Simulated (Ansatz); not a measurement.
# Ti in Ansatz: the effect of functional

The system is Ti.

```xyz
1
Lattice="-1.6410 1.6410 1.6410 1.6410 -1.6410 1.6410 1.6410 1.6410 -1.6410" Properties=species:S:1:pos:R:3 pbc="T T T"
Ti    0.0000    0.0000    0.0000
```

This isn't the form of Ti at room conditions, which is hcp.

Alike in all runs:

| Property | Result |
| --- | --- |
| Program | Ansatz 0.2.0 |
| Task | band structure |
| Potentials or basis | Ansatz PAW |
| k mesh | 7 × 7 × 7 |
| Occupations | fermi-dirac, width 0.05 eV |
| Spin | no spin polarisation |

**Question.** One run gave: pressure -5.8 GPa. Which functional did it use?
A. r2SCAN
B. PBEsol
C. LDA

**Answer.** B.

```csv
functional,cutoff,pressure (GPa)
LDA,420 eV,-9.8
PBEsol,420 eV,-5.8
r2SCAN,500 eV,-2.5
```

Caveats: all runs use coarse meshes; the PAW data sets come from PBE, with cores solved anew for the run's functional, which leaves a small shift of forces and pressure.

Not every run made on this cell is shown here.
